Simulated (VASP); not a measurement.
# PbS (Galena) (Fm-3m) in VASP: a series of runs

The runs below take PbS (Galena) through relaxation of cell and atoms, with BEEF-vdW, vdW-DF, optB88-vdW, rev-vdW-DF2.

Everything below comes from runs of VASP 6.6.1. Logs are shortened: lines on timing, memory, paths and dates and some standing lists are left out, and cuts for length are marked.

## (1) Starting point

It takes space group Fm-3m (No. 225, cubic). The conventional cell has a = 5.931 Å, b = 5.931 Å, c = 5.931 Å, α = 90.00°, β = 90.00°, γ = 90.00°. Around Pb (site symmetry m-3m) lie 6 S at 2.97 Å. S (site symmetry m-3m) has 6 Pb at 2.97 Å as nearest neighbours.

## (2) Relaxation of cell and atoms, BEEF-vdW

The input, INCAR:

```
ALGO = Normal
EDIFF = 1E-6
EDIFFG = -0.01
ENCUT = 600
GGA = BF
IBRION = 2
ISIF = 3
ISMEAR = -1
LASPH = True
LCHARG = False
LREAL = False
LUSE_VDW = True
LWAVE = False
NELM = 80
NSW = 60
PREC = Accurate
SIGMA = 0.05
ZAB_VDW = -1.8867
```

The input, KPOINTS:

```
k-points
0
Gamma
  8 8 8
```

The input, POSCAR:

```
PbS
1.0
    0.0000000000      2.9657500000      2.9657500000
    2.9657500000      0.0000000000      2.9657500000
    2.9657500000      2.9657500000      0.0000000000
Pb S
1 1
Direct
    0.0000000000      0.0000000000      0.0000000000
    0.5000000000      0.5000000000      0.5000000000
```

Potentials or basis: VASP PAW PBE potentials, release 64 (Pb_d, S).

Launch:

```
$ cat potpaw_PBE.64/Pb_d/POTCAR potpaw_PBE.64/S/POTCAR > POTCAR
$ mpirun -np 1 vasp_std > vasp.out
```

OUTCAR:

```text
EDIFF = 1E-6
   EDIFFG = -0.01
   ENCUT = 600
   GGA = BF
   IBRION = 2
   ISIF = 3
   ISMEAR = -1
   LASPH = True
   LREAL = False
   NELM = 80
   NSW = 60
   PREC = Accurate

 ion  position               nearest neighbor table
   1  0.000  0.000  0.000-   2 2.97   2 2.97   2 2.97   2 2.97   2 2.97   2 2.97
   2  0.500  0.500  0.500-   1 2.97   1 2.97   1 2.97   1 2.97   1 2.97   1 2.97

  LATTYP: Found a face centered cubic cell.
 ALAT       =     5.9315000000

  Lattice vectors:

 A1 = (   0.0000000000,   2.9657500000,   2.9657500000)
 A2 = (   2.9657500000,   0.0000000000,   2.9657500000)
 A3 = (   2.9657500000,   2.9657500000,   0.0000000000)

Analysis of symmetry for initial positions (statically):
=====================================================================
 Subroutine PRICEL returns:
 Original cell was already a primitive cell.

 Routine SETGRP: Setting up the symmetry group for a
 face centered cubic supercell.

 Subroutine GETGRP returns: Found 48 space group operations
 (whereof 48 operations were pure point group operations)
 out of a pool of 48 trial point group operations.

The static configuration has the point symmetry O_h .

Analysis of symmetry for dynamics (positions and initial velocities):
=====================================================================
 Subroutine PRICEL returns:
 Original cell was already a primitive cell.

 Routine SETGRP: Setting up the symmetry group for a
 face centered cubic supercell.

 Subroutine GETGRP returns: Found 48 space group operations
 (whereof 48 operations were pure point group operations)
 out of a pool of 48 trial point group operations.

The dynamic configuration has the point symmetry O_h .

 Subroutine INISYM returns: Found 48 space group operations
 (whereof 48 operations are pure point group operations),
 and found     1 'primitive' translations

----------------------------------------------------------------------------------------

                                     Primitive cell

  volume of cell :      52.1715

  direct lattice vectors                    reciprocal lattice vectors
     0.000000000  2.965750000  2.965750000    -0.168591419  0.168591419  0.168591419
     2.965750000  0.000000000  2.965750000     0.168591419 -0.168591419  0.168591419
     2.965750000  2.965750000  0.000000000     0.168591419  0.168591419 -0.168591419

  length of vectors
     4.194203873  4.194203873  4.194203873     0.292008903  0.292008903  0.292008903

  position of ions in fractional coordinates (direct lattice)
[... 96 lines left out ...]
   IALGO  =     38    algorithm
   IMIX   =      4    mixing-type and parameters
     AMIX     =   0.40;   BMIX     =  1.00
     AMIX_MAG =   1.60;   BMIX_MAG =  1.00
  volume/ion in A,a.u.               =      26.09       176.04
  Fermi-wavevector in a.u.,A,eV,Ry     =   1.189251  2.247359 19.242973  1.414319
  Thomas-Fermi vector in A             =   2.325363
   LORBIT       =      0    0 simple, 1 ext, 2 COOP (PROOUT), +10 PAW based schemes
   GGA     = BF    functional components
   LHFCALC =     F    Hartree Fock is set to
   AEXX    =    0.0000 exact exchange contribution
   IVDW_NL    =     1    kernel type
   BPARAM     = 6.3000
   IVDW    =     0    specifies the selected vdW correction
   LEPSILON=     F    determine dielectric tensor
   LRPA    =     F    only Hartree local field effects (RPA)
 conjugate gradient relaxation of ions
 non-spin polarized calculation
  energy-cutoff  :      600.00
  volume of cell :       52.17
 maximum number of plane-waves:      1807
 NGX is ok and might be reduce to    36
   NGX = 17   NGY = 17   NGZ = 17

--------------------------------------- Ionic step        1  -------------------------------------------

 number of electron      20.0000002 magnetization

 Free energy of the ion-electron system (eV)
  ---------------------------------------------------
  ext. energy  EPLUGINS =         0.00000000
  ---------------------------------------------------
  free energy    TOTEN  =        -4.14160211 eV

  energy without entropy =       -4.14154677  energy(sigma->0) =       -4.14157444

------------------------ aborting loop because EDIFF is reached ----------------------------------------

  FORCE on cell =-STRESS in cart. coord.  units (eV):
  Direction    XX          YY          ZZ          XY          YZ          ZX
  --------------------------------------------------------------------------------------
  -------------------------------------------------------------------------------------
  Total        1.1716446      1.1716446      1.1716446      0.0000000      0.0000000      0.0000000
  in kB       35.9809703     35.9809703     35.9809703      0.0000000      0.0000000      0.0000000
  external PRESSURE =      35.9809703 kB  Pullay stress =       0.0000000 kB
[... 63 lines left out ...]
--------------------------------------- Ionic step        3  -------------------------------------------

 number of electron      19.9999998 magnetization

 Free energy of the ion-electron system (eV)
  ---------------------------------------------------
  ext. energy  EPLUGINS =         0.00000000
  ---------------------------------------------------
  free energy    TOTEN  =        -4.17715225 eV

  energy without entropy =       -4.17714130  energy(sigma->0) =       -4.17714677

 E-fermi :   5.1446     XC(G=0):  -9.4146

 val. band max:        4.7921795183   @ k =   0.5000   0.0000   0.0000
 cond. band min:       5.4969498605   @ k =   0.5000   0.0000   0.0000
 fundamental gap:      0.7047703422
 Fermi energy:         5.1445982913

 k-point     1 :       0.0000    0.0000    0.0000
  band No.  band energies     occupation
      1     -12.2564      2.00000
      2     -12.2564      2.00000
      3     -12.2564      2.00000
      4     -12.2383      2.00000
      5     -12.2383      2.00000
      6      -8.1873      2.00000
      7      -1.3036      2.00000
      8       3.0073      2.00000
      9       3.0073      2.00000
     10       3.0073      2.00000
     11       9.8916      0.00000
     12       9.8917      0.00000
     13       9.8917      0.00000
     14      11.8952      0.00000
[... 377 lines left out ...]
      1     -12.2820      2.00000
      2     -12.2523      2.00000
      3     -12.2420      2.00000
      4     -12.2342      2.00000
      5     -12.2194      2.00000
      6      -6.9630      2.00000
      7      -3.2766      2.00000
      8       1.8640      2.00000
      9       2.2293      2.00000
     10       3.9813      2.00000
     11       6.6037      0.00000
     12       8.3007      0.00000
     13       8.8444      0.00000
     14      13.0475      0.00000

 [... further k-points ...]
[... 5 lines left out ...]
  --------------------------------------------------------------------------------------
  -------------------------------------------------------------------------------------
  Total        0.0038486      0.0038486      0.0038486     -0.0000000     -0.0000000      0.0000000
  in kB        0.1110898      0.1110898      0.1110898     -0.0000000     -0.0000000      0.0000000
  external PRESSURE =       0.1110898 kB  Pullay stress =       0.0000000 kB
[... 21 lines left out ...]
  energy  without entropy=       -4.1771413038  energy(sigma->0) =       -4.17714677

Total vdW correction in eV:      3.2976219

 reached required accuracy - stopping structural energy minimisation
```

OSZICAR:

```text
N       E                     dE             d eps       ncg     rms          rms(c)
DAV:   1     0.169795537226E+03    0.16980E+03   -0.10866E+04   818   0.169E+03
[... 26 lines left out ...]
DAV:   2    -0.418887822479E+01    0.73990E-01   -0.15377E-01   986   0.693E+00    0.611E-01
DAV:   3    -0.417700928048E+01    0.11869E-01   -0.50238E-02   998   0.388E+00    0.190E-01
DAV:   4    -0.417710308992E+01   -0.93809E-04   -0.11191E-03   836   0.313E-01    0.117E-01
DAV:   5    -0.417715296105E+01   -0.49871E-04   -0.21135E-04   972   0.189E-01    0.410E-02
DAV:   6    -0.417715708268E+01   -0.41216E-05   -0.28695E-05  1004   0.769E-02    0.593E-03
DAV:   7    -0.417715322771E+01    0.38550E-05   -0.24458E-06   828   0.193E-02    0.311E-03
DAV:   8    -0.417715224506E+01    0.98265E-06   -0.21845E-07   436   0.714E-03
   3 F= -.41771522E+01 E0= -.41771468E+01  d E =-.355501E-01
```

CONTCAR:

```text
PbS
   1.00000000000000
    -0.0000000000000000    3.0276283927679151    3.0276283927679151
     3.0276283927679151    0.0000000000000000    3.0276283927679151
     3.0276283927679151    3.0276283927679151   -0.0000000000000000
  Pb              S
     1     1
Direct
     0.0000000000000000    0.0000000000000000    0.0000000000000000
     0.5000000000000000    0.5000000000000000    0.5000000000000000

  0.00000000E+00  0.00000000E+00  0.00000000E+00
  0.00000000E+00  0.00000000E+00  0.00000000E+00
```

It took 3.3 min on 1 thread of Intel Xeon Platinum 8559C (Emerald Rapids), shared host; peak memory 0.47 GiB.

What came out:

| Quantity | Value |
| --- | --- |
| Free energy | -4.1772 eV |
| Relaxed volume | 27.75 Å³/atom |
| Relaxed cell | a = 4.282 Å, b = 4.282 Å, c = 4.282 Å, α = 60.00°, β = 60.00°, γ = 60.00° |
| Space group after relaxing (to 0.05 Å) | Fm-3m (No. 225) |
| Energy gained by relaxing | 17.8 meV/atom |
| Ionic steps | 3 |
| Pressure after relaxing | 0.0 GPa |
| Band gap on the k mesh | 0.70 eV, direct |

Step by step:
```
step  energy change (eV)  largest force (eV/Å)  pressure (GPa)  volume (Å³)
   1              0.0000                0.0000            3.60        52.17
   2             -0.0315                0.0000           -1.05        56.72
   3             -0.0356                0.0000            0.01        55.51
```

Final structure:
```xyz
2
Lattice="0.0000 3.0276 3.0276 3.0276 0.0000 3.0276 3.0276 3.0276 0.0000" Properties=species:S:1:pos:R:3 pbc="T T T"
Pb    0.0000    0.0000    0.0000
S     3.0276    3.0276    3.0276
```

Levels at points of the mesh, in eV from the valence-band top:
```csv
k point,band 6,band 7,band 8,band 9,band 10,band 11,band 12,band 13,band 14
"(0.00, 0.00, 0.00)",-12.98,-6.10,-1.78,-1.78,-1.78,5.10,5.10,5.10,7.10
"(0.50, 0.00, 0.00)",-11.92,-8.39,-1.45,-1.45,0.00,0.70,2.23,2.23,8.86
"(0.50, 0.50, 0.00)",-11.62,-7.04,-4.51,-2.93,-2.93,4.40,5.45,5.51,5.51
```

Caveat: the PAW data sets were made with another functional, which shifts forces and pressure a little; spin-orbit coupling is left out, which as a rule narrows the gap of such compounds by several tenths of an eV. Zero-point motion and thermal expansion aren't in these numbers.

[end of part 1 of 2]
